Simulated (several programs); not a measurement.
What each method gives for ZnSnP₂ (I-42d)

ZnSnP₂ (I-42d) from a database of computed structures, relaxed with r2SCAN in Ansatz, was computed with several methods. Space group I-42d (No. 122), tetragonal; a = 5.650 Å, c = 11.327 Å in the conventional setting, 22.60 Å³ an atom. Zn is surrounded by 4 P at 2.38 Å; Sn is surrounded by 4 P at 2.52 Å; P is surrounded by 2 Zn at 2.38 Å and 2 Sn at 2.52 Å. The values are computed, spin-unpolarised, and not measurements.

```
Zn Sn P
1.0
    -2.82521    2.82521    5.66357
     2.82521   -2.82521    5.66357
     2.82521    2.82521   -5.66357
Zn Sn P
2 2 4
Direct
  0.75000 0.25000 0.50000
  0.00000 0.00000 0.00000
  0.25000 0.75000 0.50000
  0.50000 0.50000 0.00000
  0.37500 0.35326 0.47826
  0.64674 0.12500 0.02174
  0.10326 0.62500 0.97826
  0.87500 0.89674 0.52174
```

Gaps and times are for a single point on this cell; volume and bulk modulus come from each method's own relaxation or energy curve at fixed shape, which is too stiff where a cell has free coordinates or axes. Times are rough, from shared hosts (AMD EPYC 7R13 Processor; Arm Neoverse V1; Intel Xeon Platinum 8488C), and each method has its own mesh and cell size. A dagger marks a closed or tiny gap in a crystal that DFT finds insulating: a failure of the method or a wrong SCF state. A double dagger marks a value from a curve with shape and coordinates held. PM6 (MOPAC), PM7 (MOPAC), GFN1-xTB (tblite), GFN2-xTB (tblite) treat a cluster of cells at its zone centre, which samples few k points: where these miss a band edge, the gap comes out too large for that reason alone. Gaps from k meshes are read at a limited set of points (mesh, symmetry points, PBE's band edges), so each method's own least gap may be somewhat smaller. xTB and the PM methods were fitted mostly to molecules, and can miss a solid's gap by electronvolts. Minimal bases can be far off for gaps. Times of the plane-wave ladder aren't listed, since it ran on unlike processors and cards. GLLB-SC's gap includes the derivative discontinuity. d marks a direct gap, i an indirect one (no mark: not told apart), a dash a value that wasn't computed or didn't pass its checks.

| method | kind | gap (eV) | own volume (Å³/atom) | bulk modulus (GPa) | atoms computed | processor time |
| --- | --- | --- | --- | --- | --- | --- |
| PBEsol | semilocal | – | 22.28 | – | 8 | – |
| GFN1-xTB (tblite) | tight binding | 0.00† | – | – | cluster | 3.9 s |
| light PBE (260 eV and a coarse mesh) | light plane-wave | 0.89 d | – | – | 8 | 4.3 s |
| PM7 (MOPAC) | semi-empirical | 5.79 | – | – | cluster | 5.9 s |
| GFN2-xTB (tblite) | tight binding | 0.21† | – | – | cluster | 8.1 s |
| PM6 (MOPAC) | semi-empirical | 5.26 | – | – | cluster | 9.8 s |
| LDA | semilocal | 0.64 d | 21.70 | – | 8 | – |
| PBE/SZV (CP2K) | small basis | 1.08 d | 24.55‡ | 66‡ | 8 | 32 s |
| PBE | semilocal | 0.83 d | 23.24 | 66‡ | 8 | – |
| r2SCAN | semilocal | 1.25 d | 22.60 | 76‡ | 8 | – |
| PBE/DZVP (CP2K) | small basis | 0.90 d | 23.53‡ | 66‡ | 8 | 78 s |
| GLLB-SC (GPAW) | model potential | 1.62 | – | – | 8 | 110 s |
| r2SCANh | hybrid | 1.75 d | – | – | 8 | – |
| PBE+SOC | semilocal | 0.81 d | – | – | 8 | – |
| HSE06 | hybrid | 1.68 d | – | – | 8 | – |
| PBE0 | hybrid | 2.28 d | – | – | 8 | – |

Against HSE06 (1.68 eV) and with closed or daggered gaps left aside, the nearest gap at the points sampled is that of GLLB-SC (GPAW) (-0.06 eV) and the farthest that of PM7 (MOPAC) (+4.11 eV). HSE06 is only a yardstick of convenience, and nearness to it can be luck.

Volumes against r2SCAN's: PBEsol -1.4 %, LDA -4.0 %, PBE +2.8 %.

Only the rows marked +SOC include spin-orbit coupling.
